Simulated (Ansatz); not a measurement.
Runs of Ansatz 0.2.0 on Ag. The structure is cubic, space group Im-3m (No. 229). Conventional cell: a = 3.311 Å, b = 3.311 Å, c = 3.311 Å, α = 90.00°, β = 90.00°, γ = 90.00°. Around Ag (site symmetry m-3m) lie 8 Ag at 2.87 Å. This isn't the form of Ag at room conditions, which is fcc.

```tsv
level	cutoff (eV)	gap on the mesh (eV)	pressure (GPa)	relaxed volume (Å³/atom)
PBEsol	420	none	0.0	16.79
PBE	420	none	0.0	17.99
revPBE	420	none	0.0	18.58
r2SCAN	500	none	0.0	17.42
RPBE	420	none	0.0	(b)
BLYP	420	none	0.0	19.43
LDA	420	none	0.0	(a)
```

Alike in all rows: task relaxation of cell and atoms; potentials or basis Ansatz PAW; no spin polarisation; cell relaxed; k mesh 11 × 11 × 11; smearing fermi-dirac 0.05 eV.

Problem. Estimate the missing entries.

Solution. (a) 16.13; (b) 18.83.

Caveats: the plane-wave basis is chosen anew once the cell has moved, so the energies of steps on either side of that aren't comparable; the PAW data sets come from PBE, with cores solved anew for the run's functional, which leaves a small shift of forces and pressure (some runs).

A k mesh can miss the band edges, and the runs leave out spin-orbit coupling on Ag.

A gap of «none» marks a metal or a gap under the smearing width.
